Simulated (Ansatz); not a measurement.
# Co: element swaps in one structure

The task here is to estimate one member of a computed series from the others.

Method: DFT PBE, scalar-relativistic, plane waves, PAW, in Ansatz 0.2.0.

1 further run of the same task is left out (set aside as unsound or not needed).

**The structure to begin with**

Symmetry: P6_3/mmc, No. 194, hexagonal system. The conventional cell has a = 2.492 Å, b = 2.492 Å, c = 4.033 Å, α = 90.00°, β = 90.00°, γ = 120.00°. Around Co (site symmetry -6m2) lie 12 Co at 2.48 to 2.49 Å.

Structure file:

```cif
data_structure
_symmetry_space_group_name_H-M 'P6_3/mmc'
_symmetry_Int_Tables_number 194
_cell_length_a 2.4923
_cell_length_b 2.4923
_cell_length_c 4.0333
_cell_angle_alpha 90.000
_cell_angle_beta 90.000
_cell_angle_gamma 120.000
_cell_volume 21.70
loop_
_atom_site_label
_atom_site_type_symbol
_atom_site_symmetry_multiplicity
_atom_site_Wyckoff_symbol
_atom_site_fract_x
_atom_site_fract_y
_atom_site_fract_z
_atom_site_occupancy
Co1 Co 2 c 0.33333 0.66667 0.25000 1
```

It goes back to an entry of the Materials Project.

This cell was relaxed beforehand with the same method: volume 10.85 Å³/atom, gap on the mesh none (metal), site moments up to 1.7 μB.

Set-up of the first run:

File input.yaml:

```yaml
crystal:
  lattice:
    - [2.6624783745, 0.0, 0.0]
    - [-1.3312391873, 2.3057739094, 0.0]
    - [0.0, 0.0, 4.3087972953]
  atoms:
    - { symbol: Sn, position: [0.3333333333, 0.6666666667, 0.25] }
    - { symbol: Sn, position: [0.6666666667, 0.3333333333, 0.75] }
basis:
  ecutwfc: 420
kpoints:
  mp_grid: { grid: [6, 6, 4] }
hamiltonian:
  xc: pbe
scf:
  occupations: { method: gaussian, width: 0.1 }
output:
  forces: true
  stress: true
  eigenvalues: true
```

On the command line:

```bash
ansatz run input.yaml --threads 1 --pin off --max-ram 2560MiB --backend cpu --events-out ev --progress --plain --runs-dir out
```

Among the steps run: A first look at the start (Sn); A loose first relaxation (Sn); The relaxation (Sn); Quick check of gap, pressure and forces (Sr); Rough relaxation on the coarse mesh (Sr); Full relaxation (Sr).

One table of the session follows, with a row left open; its other results are not shown here.

It belongs to the step «The crystals compared». Lengths are those of the vectors of the cell that was run:

| swap | volume (Å³/atom) | a (Å) | b (Å) | c (Å) |
| --- | --- | --- | --- | --- |
| none | 10.85 | 2.492 | 2.492 | 4.033 |
| Co → Rh | 14.10 | 2.725 | 2.725 | 4.386 |
| Co → Pb | 31.93 | 3.538 | 3.538 | 5.892 |
| Co → Sn | 27.73 | 3.384 | 3.384 | 5.591 |
| Co → Sr | ? | ? | ? | ? |

**Question.** Estimate the row for Co → Sr.

The run gave: volume (Å³/atom): 55.35; a (Å): 4.269; b (Å): 4.269; c (Å): 7.014. In the column «volume (Å³/atom)» it is the highest.

Lengths are those of the computed cell. Rows of earlier swaps come from the sessions before.
